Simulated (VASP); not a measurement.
**InP in VASP: one cell, several levels of theory**

What does VASP give for InP (zincblende), under -2.0 % strain along z alone, the cell held fixed? Runs: PBE, r2SCAN.

Code: VASP 6.6.1. PAW datasets, plane waves. Spin-unpolarised throughout; all numbers are computed.

## 1. The cell

The cell comes from an earlier relaxation with r2SCAN in another program, then strained, with the atoms relaxed again.

It is tetragonal, I-4m2 (No. 119); a = 4.177 Å, c = 5.789 Å in the conventional setting, 25.26 Å³ an atom. Near In stand 4 P at 2.54 Å; near P stand 4 In at 2.54 Å.

Coordinates:

```cif
data_structure
_symmetry_space_group_name_H-M 'P 1'
_symmetry_Int_Tables_number 1
_cell_length_a 4.1357
_cell_length_b 4.1357
_cell_length_c 4.1773
_cell_angle_alpha 59.667
_cell_angle_beta 59.667
_cell_angle_gamma 60.666
_cell_volume 50.51
loop_
_atom_site_label
_atom_site_type_symbol
_atom_site_fract_x
_atom_site_fract_y
_atom_site_fract_z
_atom_site_occupancy
In1 In 0.00000 0.00000 0.00000 1
P1 P 0.25000 0.25000 0.25000 1
```

## 2. PBE at this geometry

INCAR reads:

```
ENCUT = 520.000000
SIGMA = 0.020000
EDIFF = 1.00e-07
GGA = PE
PREC = Accurate
IBRION = -1
ISIF = 2
ISMEAR = -1
NBANDS = 16
NELM = 120
NSW = 0
LASPH = .TRUE.
LCHARG = .FALSE.
LWAVE = .FALSE.
LREAL = .FALSE.
```

KPOINTS reads:

```
KPOINTS created by Atomic Simulation Environment
0
Gamma
8 8 8
0 0 0
```

KPOINTS_OPT reads:

```
special points
6
Reciprocal
0.0000000000 0.0000000000 0.0000000000 1
-0.5000000000 -0.5000000000 0.0000000000 1
-0.3750000000 -0.3750000000 0.2500000000 1
-0.3750000000 0.0000000000 0.3750000000 1
0.0000000000 0.0000000000 0.5000000000 1
-0.5000000000 -0.2500000000 0.2500000000 1
```

POSCAR reads:

```
In P
 1.0000000000000000
     0.0000000000000000    2.9537876347999998    2.8947118821000002
     2.9537876347999998    0.0000000000000000    2.8947118821000002
     2.9537876347999998    2.9537876347999998    0.0000000000000000
 In  P
   1   1
Cartesian
  0.0000000000000000  0.0000000000000000  0.0000000000000000
  1.4768938173999999  1.4768938173999999  1.4473559410500001
```

The run uses the recommended PBE PAW datasets (18 valence electrons a neutral cell).

Started as:

```
$ mpirun -np 1 vasp_std
```

Printed to the terminal (iteration lines stand in OSZICAR):

```text
POSCAR found type information on POSCAR InP
 POSCAR found :  2 types and       2 ions
 LDA part: xc-table for (Slater+PW92), standard interpolation
 POSCAR, INCAR and KPOINTS ok, starting setup
 FFT: planning ... GRIDC
 FFT: planning ... GRID_SOFT
 FFT: planning ... GRID
 WAVECAR not read
 entering main loop
 Start KPOINTS_OPT (optional k-point list driver)
k-point batch [1-6\6]
```

OSZICAR:

```text
N       E                     dE             d eps       ncg     rms          rms(c)
DAV:   1     0.113148660616E+03    0.11315E+03   -0.83790E+03  1896   0.125E+03
DAV:   2    -0.104722332885E+01   -0.11420E+03   -0.10872E+03  2040   0.300E+02
DAV:   3    -0.860191359287E+01   -0.75547E+01   -0.75156E+01  2512   0.755E+01
DAV:   4    -0.879502216018E+01   -0.19311E+00   -0.19305E+00  2384   0.130E+01
DAV:   5    -0.880371486119E+01   -0.86927E-02   -0.86925E-02  2856   0.235E+00    0.566E+00
DAV:   6    -0.841055928122E+01    0.39316E+00   -0.62062E-01  3080   0.129E+01    0.340E+00
DAV:   7    -0.838146911269E+01    0.29090E-01   -0.16118E-01  2744   0.318E+00    0.126E+00
DAV:   8    -0.838185507685E+01   -0.38596E-03   -0.15624E-02  2432   0.148E+00    0.323E-01
DAV:   9    -0.838246749909E+01   -0.61242E-03   -0.12895E-03  2448   0.386E-01    0.155E-01
DAV:  10    -0.838261876406E+01   -0.15126E-03   -0.24678E-04  2904   0.208E-01    0.102E-01
DAV:  11    -0.838269555643E+01   -0.76792E-04   -0.12372E-04  2328   0.975E-02    0.462E-02
DAV:  12    -0.838269484564E+01    0.71079E-06   -0.79214E-06  2224   0.266E-02    0.117E-02
DAV:  13    -0.838269523568E+01   -0.39004E-06   -0.15533E-06  2464   0.610E-03    0.926E-03
DAV:  14    -0.838269538444E+01   -0.14876E-06   -0.19898E-07  2464   0.450E-03    0.174E-03
DAV:  15    -0.838269541235E+01   -0.27911E-07   -0.12404E-08  1592   0.908E-04
   1 F= -.83826954E+01 E0= -.83826954E+01  d E =-.385283E-09
       N       E                     dE             ncg
DAV:   1     0.219863651327E+04   -0.30173E+04      200
DAV:   2     0.154613100170E+04   -0.65251E+03      232
DAV:   3     0.149939222759E+04   -0.46739E+02      248
DAV:   4     0.149817690275E+04   -0.12153E+01      240
DAV:   5     0.149810373905E+04   -0.73164E-01      288
DAV:   6     0.149810245238E+04   -0.12867E-02      264
DAV:   7     0.149810240853E+04   -0.43847E-04      304
DAV:   8     0.149810240806E+04   -0.46732E-06      248
DAV:   9     0.149810240806E+04   -0.67926E-08      200
```

The lines after F= are the extra pass for the points of KPOINTS_OPT, at fixed density; their E is not a total energy.

Parts of OUTCAR:

```text
k-points           NKPTS =     59   k-points in BZ     NKDIM =     59   number of bands    NBANDS=     16

   NELECT =      18.0000    total number of electrons

   dimension x,y,z NGX =    32 NGY =   32 NGZ =   32
   dimension x,y,z NGXF=    64 NGYF=   64 NGZF=   64

  energy-cutoff  :      520.00
  volume of cell :       50.51
      direct lattice vectors                 reciprocal lattice vectors
     0.000000000  2.953787635  2.894711882    -0.169274187  0.169274187  0.172728762
     2.953787635  0.000000000  2.894711882     0.169274187 -0.169274187  0.172728762
     2.953787635  2.953787635  0.000000000     0.169274187  0.169274187 -0.172728762

 k-points in reciprocal lattice and weights: KPOINTS created by Atomic Simulation Env
   0.00000000  0.00000000  0.00000000       0.002
   0.12500000  0.00000000  0.00000000       0.016
   0.25000000  0.00000000  0.00000000       0.016
   0.37500000 -0.00000000  0.00000000       0.016
   0.50000000  0.00000000  0.00000000       0.008
   0.12500000  0.12500000  0.00000000       0.004
   0.25000000  0.12500000  0.00000000       0.016
   0.37500000  0.12500000  0.00000000       0.016
[... 51 more k-points ...]

 E-fermi :   5.5255

 k-point     1 :       0.0000    0.0000    0.0000
  band No.  band energies     occupation
      1      -9.0317      2.00000
      2      -9.0317      2.00000
      3      -9.0229      2.00000
      4      -8.8801      2.00000
      5      -8.8774      2.00000
      6      -6.3414      2.00000
      7       5.1198      2.00000
      8       5.1198      2.00000
      9       5.2115      2.00000
     10       5.8414      0.00000
     11       9.2247      0.00000
     12       9.2554      0.00000
     13       9.2554      0.00000
     14      13.7113      0.00000
     15      14.4405      0.00000
     16      14.7414      0.00000

 k-point     2 :       0.1250    0.0000    0.0000
  band No.  band energies     occupation
      1      -9.0478      2.00000
      2      -9.0242      2.00000
      3      -9.0182      2.00000
      4      -8.8803      2.00000
      5      -8.8770      2.00000
      6      -6.1639      2.00000
      7       3.6111      2.00000
      8       4.9290      2.00000
      9       5.0030      2.00000
     10       6.7904      0.00000
     11       9.3733      0.00000
     12       9.5249      0.00000
     13       9.5362      0.00000
     14      13.8452      0.00000
     15      14.0472      0.00000
     16      14.5092      0.00000

 k-point     3 :       0.2500    0.0000    0.0000
  band No.  band energies     occupation
      1      -9.0902      2.00000
      2      -9.0084      2.00000
      3      -9.0030      2.00000
      4      -8.8787      2.00000
      5      -8.8735      2.00000
      6      -5.6683      2.00000
      7       1.7185      2.00000
      8       4.5476      2.00000
      9       4.6466      2.00000
     10       6.9341      0.00000
     11       9.9148      0.00000
     12       9.9572      0.00000
     13      10.4754      0.00000
     14      13.6958      0.00000
     15      13.7568      0.00000
     16      14.3138      0.00000

 k-point     4 :       0.3750   -0.0000    0.0000
  band No.  band energies     occupation
      1      -9.1302      2.00000
      2      -8.9966      2.00000
      3      -8.9913      2.00000
      4      -8.8730      2.00000
      5      -8.8657      2.00000
      6      -5.0058      2.00000
      7       0.1365      2.00000
      8       4.2359      2.00000
      9       4.3566      2.00000
     10       6.7282      0.00000
     11       9.9490      0.00000
     12      10.0730      0.00000
     13      11.8060      0.00000
     14      14.0650      0.00000
     15      14.6560      0.00000
     16      14.6942      0.00000

 k-point     5 :       0.5000    0.0000    0.0000
  band No.  band energies     occupation
      1      -9.1462      2.00000
      2      -8.9930      2.00000
      3      -8.9877      2.00000
      4      -8.8693      2.00000
      5      -8.8611      2.00000
      6      -4.6288      2.00000
      7      -0.5586      2.00000
      8       4.1206      2.00000
      9       4.2497      2.00000
     10       6.6363      0.00000
     11       9.8935      0.00000
     12      10.0383      0.00000
     13      12.2494      0.00000
     14      14.6060      0.00000
     15      15.7150      0.00000
     16      15.8544      0.00000

 k-point     6 :       0.1250    0.1250    0.0000
  band No.  band energies     occupation
      1      -9.0564      2.00000
      2      -9.0169      2.00000
      3      -9.0169      2.00000
      4      -8.8867      2.00000
      5      -8.8719      2.00000
      6      -6.0997      2.00000
      7       3.6511      2.00000
      8       4.6000      2.00000
      9       4.6000      2.00000
     10       7.3407      0.00000
     11       8.5634      0.00000
     12       9.9762      0.00000
     13       9.9762      0.00000
     14      13.1269      0.00000
     15      14.5901      0.00000
     16      14.9625      0.00000

 k-point     7 :       0.2500    0.1250    0.0000
  band No.  band energies     occupation
      1      -9.0933      2.00000
      2      -9.0016      2.00000
      3      -9.0000      2.00000
      4      -8.8916      2.00000
      5      -8.8662      2.00000
      6      -5.7053      2.00000
      7       2.2030      2.00000
      8       4.1727      2.00000
      9       4.2457      2.00000
     10       7.7404      0.00000
     11       8.6714      0.00000
     12      10.5542      0.00000
     13      10.5605      0.00000
     14      12.7856      0.00000
     15      14.5385      0.00000
     16      15.5288      0.00000

 k-point     8 :       0.3750    0.1250    0.0000
  band No.  band energies     occupation
      1      -9.1301      2.00000
      2      -8.9895      2.00000
      3      -8.9865      2.00000
      4      -8.8891      2.00000
      5      -8.8600      2.00000
      6      -5.0821      2.00000
      7       0.6085      2.00000
      8       3.7909      2.00000
      9       3.8942      2.00000
     10       7.5595      0.00000
     11       9.4504      0.00000
     12      10.6465      0.00000
     13      10.9525      0.00000
     14      13.7915      0.00000
     15      15.1923      0.00000
     16      15.2362      0.00000

[... the tables of k-points 9 to 59 left out ...]

  Total        0.8676902      0.8676902      1.1112239      0.0000000      0.0000000      0.0000000
  in kB       27.5220899     27.5220899     35.2466852      0.0000000      0.0000000      0.0000000
  external PRESSURE =      30.0969550 kB  Pullay stress =       0.0000000 kB

 POSITION                                       TOTAL-FORCE (eV/Angst)
 -----------------------------------------------------------------------------------
      0.00000      0.00000      0.00000         0.000000     -0.000000     -0.000000
      1.47689      1.47689      1.44736        -0.000000      0.000000      0.000000
 -----------------------------------------------------------------------------------
    total drift:                                0.000000      0.000000     -0.000001

  FREE ENERGIE OF THE ION-ELECTRON SYSTEM (eV)
  ---------------------------------------------------
  free  energy   TOTEN  =        -8.3826954124 eV

  energy  without entropy=       -8.3826954120  energy(sigma->0) =       -8.38269541
```

It took 33 s on 1 MPI rank of Intel Xeon Platinum 8488C, shared host; peak memory 0.21 GiB.

The levels at the points of KPOINTS_OPT are read from vasprun.xml.

Levels at the named points, in eV from the top of band v (v: the last filled band by count, c: the next):

```csv
point,v−1,v,c,c+1
Γ,-0.09,0.00,0.63,4.01
X,-2.44,-2.44,1.64,2.09
U,-3.34,-2.06,2.20,4.21
K,-3.35,-1.95,2.35,4.38
L,-1.09,-0.96,1.42,4.68
W,-3.00,-2.95,4.18,4.25
```

The PBE gap is 0.63 eV, direct at Γ. The pressure is 3.01 GPa; the forces vanish within 0.01 eV/Å.

[end of part 1 of 2]
